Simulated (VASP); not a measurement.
# ZnSe (Stilleite) (F-43m) in VASP: further runs

The runs below take ZnSe (Stilleite) through relaxation of cell and atoms, with PBE.

Everything below comes from runs of VASP 6.6.1. Logs are shortened: lines on timing, memory, paths and dates and some standing lists are left out, and cuts for length are marked.

**1. Starting point**

The structure is cubic, space group F-43m (No. 216). The conventional cell has a = 5.668 Å, b = 5.668 Å, c = 5.668 Å, α = 90.00°, β = 90.00°, γ = 90.00°. Zn (site symmetry -43m) has 4 Se at 2.45 Å as nearest neighbours. Around Se (site symmetry -43m) lie 4 Zn at 2.45 Å.

**2. Relaxation of cell and atoms, PBE**

The input, INCAR:

```
ALGO = Normal
EDIFF = 1E-6
EDIFFG = -0.01
ENCUT = 600
GGA = PE
IBRION = 2
ISIF = 3
ISMEAR = 0
LASPH = T
LCHARG = F
LREAL = F
LWAVE = F
NELM = 80
NSW = 90
PREC = Accurate
SIGMA = 0.03
```

The input, KPOINTS:

```
k-points
0
Gamma
  8 8 8
```

The input, POSCAR:

```
ZnSe
1.0
    0.0000000000      2.8338000000      2.8338000000
    2.8338000000      0.0000000000      2.8338000000
    2.8338000000      2.8338000000      0.0000000000
Zn Se
1 1
Direct
    0.0000000000      0.0000000000      0.0000000000
    0.2500000000      0.2500000000      0.2500000000
```

Potentials or basis: VASP PAW PBE potentials, release 64 (Zn, Se).

Started as:

```sh
$ cat potpaw_PBE.64/Zn/POTCAR potpaw_PBE.64/Se/POTCAR > POTCAR
$ mpirun -np 1 vasp_std > vasp.out
```

OUTCAR:

```text
EDIFF = 1E-6
   EDIFFG = -0.01
   ENCUT = 600
   GGA = PE
   IBRION = 2
   ISIF = 3
   ISMEAR = 0
   LASPH = T
   LREAL = F
   NELM = 80
   NSW = 90
   PREC = Accurate

 ion  position               nearest neighbor table
   1  0.000  0.000  0.000-   2 2.45   2 2.45   2 2.45   2 2.45
   2  0.250  0.250  0.250-   1 2.45   1 2.45   1 2.45   1 2.45

  LATTYP: Found a face centered cubic cell.
 ALAT       =     5.6676000000

  Lattice vectors:

 A1 = (   0.0000000000,   2.8338000000,   2.8338000000)
 A2 = (   2.8338000000,   0.0000000000,   2.8338000000)
 A3 = (   2.8338000000,   2.8338000000,   0.0000000000)

Analysis of symmetry for initial positions (statically):
=====================================================================
 Subroutine PRICEL returns:
 Original cell was already a primitive cell.

 Routine SETGRP: Setting up the symmetry group for a
 face centered cubic supercell.

 Subroutine GETGRP returns: Found 24 space group operations
 (whereof 24 operations were pure point group operations)
 out of a pool of 48 trial point group operations.

The static configuration has the point symmetry T_d .

Analysis of symmetry for dynamics (positions and initial velocities):
=====================================================================
 Subroutine PRICEL returns:
 Original cell was already a primitive cell.

 Routine SETGRP: Setting up the symmetry group for a
 face centered cubic supercell.

 Subroutine GETGRP returns: Found 24 space group operations
 (whereof 24 operations were pure point group operations)
 out of a pool of 48 trial point group operations.

The dynamic configuration has the point symmetry T_d .

 Subroutine INISYM returns: Found 24 space group operations
 (whereof 24 operations are pure point group operations),
 and found     1 'primitive' translations

----------------------------------------------------------------------------------------

                                     Primitive cell

  volume of cell :      45.5132

  direct lattice vectors                    reciprocal lattice vectors
     0.000000000  2.833800000  2.833800000    -0.176441527  0.176441527  0.176441527
     2.833800000  0.000000000  2.833800000     0.176441527 -0.176441527  0.176441527
     2.833800000  2.833800000  0.000000000     0.176441527  0.176441527 -0.176441527

  length of vectors
     4.007598393  4.007598393  4.007598393     0.305605690  0.305605690  0.305605690

  position of ions in fractional coordinates (direct lattice)
     0.000000000  0.000000000  0.000000000
     0.250000000  0.250000000  0.250000000

  ion indices of the primitive-cell ions
   primitive index   ion index
                 1           1
                 2           2

----------------------------------------------------------------------------------------

 KPOINTS: k-points

Automatic generation of k-mesh.
 Grid dimensions read from file:
 generate k-points for:    8    8    8

 Generating k-lattice:

  Cartesian coordinates                     Fractional coordinates (reciprocal lattice)
    -0.022055191  0.022055191  0.022055191     0.125000000  0.000000000  0.000000000
     0.022055191 -0.022055191  0.022055191     0.000000000  0.125000000  0.000000000
     0.022055191  0.022055191 -0.022055191     0.000000000  0.000000000  0.125000000

  Length of vectors
     0.038200711  0.038200711  0.038200711

  Shift w.r.t. Gamma in fractional coordinates (k-lattice)
     0.000000000  0.000000000  0.000000000

 Subroutine IBZKPT returns following result:
 ===========================================

 Found     29 irreducible k-points:

 Following reciprocal coordinates:
            Coordinates               Weight
  0.000000  0.000000  0.000000      1.000000
  0.125000  0.000000  0.000000      8.000000
  0.250000  0.000000  0.000000      8.000000
  0.375000  0.000000  0.000000      8.000000
  0.500000  0.000000  0.000000      4.000000
  0.125000  0.125000  0.000000      6.000000
[... 16 lines left out ...]
  0.500000  0.250000  0.125000     48.000000
 -0.375000  0.250000  0.125000     24.000000
 [... further k-points ...]
   k-points           NKPTS =     29   k-points in BZ     NKDIM =     29   number of bands    NBANDS=     13
   number of dos      NEDOS =    301   number of ions     NIONS =      2
   total plane-waves  NPLWV =  32768
   dimension x,y,z NGX =    32 NGY =   32 NGZ =   32
   dimension x,y,z NGXF=    64 NGYF=   64 NGZF=   64
   ions per type =               1   1
   NGX,Y,Z   is equivalent  to a cutoff of  13.27, 13.27, 13.27 a.u.
   NGXF,Y,Z  is equivalent  to a cutoff of  26.55, 26.55, 26.55 a.u.
 SYSTEM =  unknown system
   PREC   = accura    normal or accurate (medium, high low for compatibility)
   ISTART =      0    job   : 0-new  1-cont  2-samecut
   ICHARG =      2    charge: 1-file 2-atom 10-const
   ISPIN  =      1    spin polarized calculation?
   LNONCOLLINEAR =      F non collinear calculations
   LSORBIT =      F    spin-orbit coupling
   LASPH  =      T    aspherical Exc in radial PAW
   ENCUT  =  600.0 eV  44.10 Ry    6.64 a.u.   8.00  8.00  8.00*2*pi/ulx,y,z
   NELM   =     80;   NELMIN=  2; NELMDL= -5     # of ELM steps
   EDIFF  = 0.1E-05   stopping-criterion for ELM
   LREAL  =      F    real-space projection
   EDIFFG = -.1E-01   stopping-criterion for IOM
   NSW    =     90    number of steps for IOM
   IBRION =      2    ionic relax: 0-MD 1-quasi-New 2-CG
   NFREE  =      1    steps in history (QN), initial steepest desc. (CG)
   ISIF   =      3    stress and relaxation
   ISYM   =      2    0-nonsym 1-usesym 2-fastsym
   POTIM  = 0.5000    time-step for ionic-motion
   TEBEG  =    0.0;   TEEND  =   0.0 temperature during run
   PSTRESS=    0.0 pullay stress
   NELECT =      18.0000    total number of electrons
   NUPDOWN=      -1.0000    fix difference up-down
   EMIN   =  10.00;   EMAX   =-10.00  energy-range for DOS
   EFERMI =   0.00;   METHOD = LEGACY
   ISMEAR =     0;   SIGMA  =   0.03  broadening in eV -4-tet -1-fermi 0-gaus
   EFERMI_NEDOS =   21; number of points for ismear=-14 and -15
   IALGO  =     38    algorithm
   IMIX   =      4    mixing-type and parameters
     AMIX     =   0.40;   BMIX     =  1.00
     AMIX_MAG =   1.60;   BMIX_MAG =  1.00
  volume/ion in A,a.u.               =      22.76       153.57
  Fermi-wavevector in a.u.,A,eV,Ry     =   1.201673  2.270834 19.647073  1.444019
  Thomas-Fermi vector in A             =   2.337476
   LORBIT       =      0    0 simple, 1 ext, 2 COOP (PROOUT), +10 PAW based schemes
   GGA     = PE    functional components
   LHFCALC =     F    Hartree Fock is set to
   AEXX    =    0.0000 exact exchange contribution
   IVDW    =     0    specifies the selected vdW correction
   LEPSILON=     F    determine dielectric tensor
   LRPA    =     F    only Hartree local field effects (RPA)
 conjugate gradient relaxation of ions
 non-spin polarized calculation
 Gauss-broadening in eV      SIGMA  =   0.03
  energy-cutoff  :      600.00
  volume of cell :       45.51
 maximum number of plane-waves:      1540
   NGX = 17   NGY = 17   NGZ = 17

--------------------------------------- Ionic step        1  -------------------------------------------

 number of electron      17.9999991 magnetization

 Free energy of the ion-electron system (eV)
  ---------------------------------------------------
  ext. energy  EPLUGINS =         0.00000000
  ---------------------------------------------------
  free energy    TOTEN  =        -6.01988494 eV

  energy without entropy =       -6.01988494  energy(sigma->0) =       -6.01988494

------------------------ aborting loop because EDIFF is reached ----------------------------------------

  FORCE on cell =-STRESS in cart. coord.  units (eV):
  Direction    XX          YY          ZZ          XY          YZ          ZX
  --------------------------------------------------------------------------------------
  -------------------------------------------------------------------------------------
  Total        0.6633560      0.6633560      0.6633560     -0.0000000      0.0000000      0.0000000
  in kB       23.3517607     23.3517607     23.3517607     -0.0000000      0.0000000      0.0000000
  external PRESSURE =      23.3517607 kB  Pullay stress =       0.0000000 kB

 VOLUME and BASIS-vectors are now :
 -----------------------------------------------------------------------------
  energy-cutoff  :      600.00
  volume of cell :       45.51
      direct lattice vectors                 reciprocal lattice vectors
     0.000000000  2.833800000  2.833800000    -0.176441527  0.176441527  0.176441527
     2.833800000  0.000000000  2.833800000     0.176441527 -0.176441527  0.176441527
     2.833800000  2.833800000  0.000000000     0.176441527  0.176441527 -0.176441527
[... 73 lines left out ...]
 POSITION                                       TOTAL-FORCE (eV/Angst)
 -----------------------------------------------------------------------------------
      0.00000      0.00000      0.00000         0.000000      0.000000      0.000000
      1.43471      1.43471      1.43471        -0.000000     -0.000000     -0.000000
 -----------------------------------------------------------------------------------
    total drift:                                0.000000      0.000000      0.000000

  FREE ENERGIE OF THE ION-ELECTRON SYSTEM (eV)
  ---------------------------------------------------
  free  energy   TOTEN  =        -6.0320850126 eV

  energy  without entropy=       -6.0320850126  energy(sigma->0) =       -6.03208501

--------------------------------------- Ionic step        4  -------------------------------------------

 number of electron      18.0000015 magnetization

 Free energy of the ion-electron system (eV)
  ---------------------------------------------------
  ext. energy  EPLUGINS =         0.00000000
  ---------------------------------------------------
  free energy    TOTEN  =        -6.03206526 eV

  energy without entropy =       -6.03206526  energy(sigma->0) =       -6.03206526

 E-fermi :   1.4221     XC(G=0):  -9.1441

 val. band max:        1.2853242281   @ k =   0.0000   0.0000   0.0000
 cond. band min:       2.4201933988   @ k =   0.0000   0.0000   0.0000
 fundamental gap:      1.1348691707
 Fermi energy:         1.4220987546

 k-point     1 :       0.0000    0.0000    0.0000
  band No.  band energies     occupation
      1     -11.7306      2.00000
      2      -5.1265      2.00000
      3      -5.1265      2.00000
      4      -5.1265      2.00000
      5      -4.7914      2.00000
      6      -4.7914      2.00000
      7       1.2853      2.00000
      8       1.2853      2.00000
      9       1.2853      2.00000
     10       2.4202      0.00000
     11       7.0960      0.00000
     12       7.0960      0.00000
     13       7.0960      0.00000

 k-point     2 :       0.1250    0.0000    0.0000
  band No.  band energies     occupation
      1     -11.6374      2.00000
      2      -5.1175      2.00000
      3      -5.1121      2.00000
      4      -5.1121      2.00000
      5      -4.7926      2.00000
      6      -4.7926      2.00000
      7      -0.0090      2.00000
      8       1.1441      2.00000
      9       1.1441      2.00000
     10       3.4169      0.00000
     11       7.0130      0.00000
[... 339 lines left out ...]
 k-point    24 :      -0.3750    0.2500    0.1250
  band No.  band energies     occupation
      1     -10.8862      2.00000
      2      -5.0290      2.00000
      3      -4.9977      2.00000
      4      -4.8177      2.00000
      5      -4.7844      2.00000
      6      -4.5999      2.00000
      7      -3.3921      2.00000
      8      -0.9914      2.00000
      9      -0.0836      2.00000
     10       5.3965      0.00000
     11       6.8627      0.00000
     12       8.5932      0.00000
     13       9.8288      0.00000

 [... further k-points ...]
[... 5 lines left out ...]
  --------------------------------------------------------------------------------------
  -------------------------------------------------------------------------------------
  Total       -0.0169556     -0.0169556     -0.0169556      0.0000000     -0.0000000      0.0000000
  in kB       -0.5739782     -0.5739782     -0.5739782      0.0000000     -0.0000000      0.0000000
  external PRESSURE =      -0.5739782 kB  Pullay stress =       0.0000000 kB

 VOLUME and BASIS-vectors are now :
 -----------------------------------------------------------------------------
  energy-cutoff  :      600.00
  volume of cell :       47.33
      direct lattice vectors                 reciprocal lattice vectors
    -0.000000000  2.870996915  2.870996915    -0.174155534  0.174155534  0.174155534
     2.870996915  0.000000000  2.870996915     0.174155534 -0.174155534  0.174155534
     2.870996915  2.870996915 -0.000000000     0.174155534  0.174155534 -0.174155534

 POSITION                                       TOTAL-FORCE (eV/Angst)
 -----------------------------------------------------------------------------------
     -0.00000      2.87100      2.87100         0.000000      0.000000      0.000000
      1.43550      1.43550      1.43550         0.000000     -0.000000     -0.000000
 -----------------------------------------------------------------------------------
    total drift:                                0.000000      0.000000      0.000000

  FREE ENERGIE OF THE ION-ELECTRON SYSTEM (eV)
  ---------------------------------------------------
  free  energy   TOTEN  =        -6.0320652591 eV

  energy  without entropy=       -6.0320652591  energy(sigma->0) =       -6.03206526

 reached required accuracy - stopping structural energy minimisation
```

Wall time 20 s (1 thread of Intel Xeon 6975P-C (Granite Rapids), shared host); peak memory 0.19 GiB.

What came out:

| Item | Value |
| --- | --- |
| Free energy | -6.0321 eV |
| Relaxed volume | 23.66 Å³/atom |
| Relaxed cell | a = 4.060 Å, b = 4.060 Å, c = 4.060 Å, α = 60.00°, β = 60.00°, γ = 60.00° |
| Space group after relaxing (to 0.05 Å) | F-43m (No. 216) |
| Energy gained by relaxing | 6.1 meV/atom |
| Ionic steps | 4 |
| Pressure after relaxing | -0.1 GPa |
| Band gap on the k mesh | 1.13 eV, direct |

The path:
| step | energy change (eV) | largest force (eV/Å) | pressure (GPa) | volume (Å³) |
| --- | --- | --- | --- | --- |
| 1 | 0.0000 | 0.0000 | 2.34 | 45.51 |
| 2 | -0.0114 | 0.0000 | -0.55 | 47.73 |
| 3 | -0.0122 | 0.0000 | 0.11 | 47.25 |
| 4 | -0.0122 | 0.0000 | -0.06 | 47.33 |

Final structure:
```cif
data_structure
_symmetry_space_group_name_H-M 'P 1'
_symmetry_Int_Tables_number 1
_cell_length_a 4.0602
_cell_length_b 4.0602
_cell_length_c 4.0602
_cell_angle_alpha 60.000
_cell_angle_beta 60.000
_cell_angle_gamma 60.000
_cell_volume 47.33
loop_
_atom_site_label
_atom_site_type_symbol
_atom_site_fract_x
_atom_site_fract_y
_atom_site_fract_z
_atom_site_occupancy
Zn1 Zn 0.00000 0.00000 0.00000 1
Se1 Se 0.25000 0.25000 0.25000 1
```

Levels at points of the mesh, in eV from the valence-band top:
```csv
k point,band 5,band 6,band 7,band 8,band 9,band 10,band 11,band 12,band 13
"(0.00, 0.00, 0.00)",-6.08,-6.08,0.00,0.00,0.00,1.13,5.81,5.81,5.81
"(0.50, 0.00, 0.00)",-6.06,-5.93,-4.98,-0.81,-0.81,2.47,6.39,6.39,8.46
"(0.50, 0.50, 0.00)",-6.03,-5.91,-4.58,-2.05,-2.05,3.07,3.46,10.46,10.98
```

PBE gaps usually lie below the measured ones, often by a third to a half. PBE usually gives volumes a little too large and moduli too small.

**3. Relaxation of cell and atoms, PBE**

This run uses another cell than the first one, of 23.66 Å³/atom, 1.040 times its volume.

INCAR, as its differences from that of step 2:

```diff
@@ -1,4 +1,4 @@
 ALGO = Normal
-EDIFF = 1E-6
-EDIFFG = -0.01
+EDIFF = 1E-7
+EDIFFG = -0.005
 ENCUT = 600
```

KPOINTS is that of step 2.

The input, POSCAR:

```
ZnSe                                    
1.0
   -0.0000000000      2.8709969153      2.8709969153
    2.8709969153      0.0000000000      2.8709969153
    2.8709969153      2.8709969153     -0.0000000000
  Zn              Se            
     1     1
Direct
     1.0000000000000000    0.0000000000000000    0.0000000000000000
     0.2500000000000000    0.2500000000000000    0.2500000000000000
```

Potentials or basis: VASP PAW PBE potentials, release 64 (Zn, Se).

Started as:

```sh
$ cat potpaw_PBE.64/Zn/POTCAR potpaw_PBE.64/Se/POTCAR > POTCAR
$ mpirun -np 1 vasp_std > vasp.out
```

It took 11 s on 1 thread of Intel Xeon 6975P-C (Granite Rapids), shared host; peak memory 0.19 GiB.

The run converged. Its results:

| Item | Value |
| --- | --- |
| Free energy | -6.0324 eV |
| Relaxed volume | 23.63 Å³/atom |
| Relaxed cell | a = 4.058 Å, b = 4.058 Å, c = 4.058 Å, α = 60.00°, β = 60.00°, γ = 60.00° |
| Space group after relaxing (to 0.05 Å) | F-43m (No. 216) |
| Energy gained by relaxing | 0.0 meV/atom |
| Ionic steps | 2 |
| Pressure after relaxing | 0.0 GPa |
| Band gap on the k mesh | 1.14 eV, direct |

Final structure:
```yaml
crystal:
  lattice:
    - [0.00000, 2.86947, 2.86947]
    - [2.86947, 0.00000, 2.86947]
    - [2.86947, 2.86947, 0.00000]
  atoms:
    - { symbol: Zn, position: [0.00000, 0.00000, 0.00000] }
    - { symbol: Se, position: [0.25000, 0.25000, 0.25000] }
```

Levels at points of the mesh, in eV from the valence-band top:
| k point | band 7 | band 8 | band 9 | band 10 | band 11 | band 12 |
| --- | --- | --- | --- | --- | --- | --- |
| (0.00, 0.00, 0.00) | 0.00 | 0.00 | 0.00 | 1.14 | 5.81 | 5.81 |
| (0.50, 0.00, 0.00) | -4.99 | -0.81 | -0.81 | 2.48 | 6.39 | 6.39 |
| (0.50, 0.50, 0.00) | -4.59 | -2.05 | -2.05 | 3.07 | 3.46 | 10.47 |

PBE gaps usually lie below the measured ones, often by a third to a half.
